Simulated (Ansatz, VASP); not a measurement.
One calculation of MgH2, two programs

```
Mg H
1.0
     3.70482    0.00000    0.00000
     0.00000    3.70482    0.00000
     0.00000    0.00000    5.58638
Mg H
1 2
Direct
  0.00000 0.00000 0.00000
  0.50000 0.00000 0.00000
  0.00000 0.50000 0.00000
```

Change from the starting cell: ordered vacancies on the anion sites of rhenium trioxide (P4/mmm, No. 123).

Alike in both runs: task relaxation of cell and atoms; functional PBE; k mesh 8 × 8 × 6; occupations gaussian, width 0.02 eV; no spin polarisation.

```csv
,VASP,Ansatz
version,VASP 6.6.1,Ansatz 0.2.0
potentials or method,"VASP PAW PBE potentials, release 64 (Mg, H)","scalar-relativistic, plane waves, PAW"
plane-wave cutoff (eV),600,420
valence electrons in the cell,4,12
```

```tsv
	VASP	Ansatz	Ansatz less VASP
gap on the k mesh at the Fermi level, each at its own relaxed structure (eV)	0.91	0.91	+0.004
relaxed volume (Å³/atom)	25.56	25.56	0.000
relaxed cell length with the largest relative difference (Å)	5.586	5.586	0.0000
```

The two sets of potentials don't hold the same shells in valence. Ansatz warned: «xc_potential_rough_in_thin_density».

Caveats: the relaxation stopped at its first step, so nothing moved. A k mesh can miss the band edges.
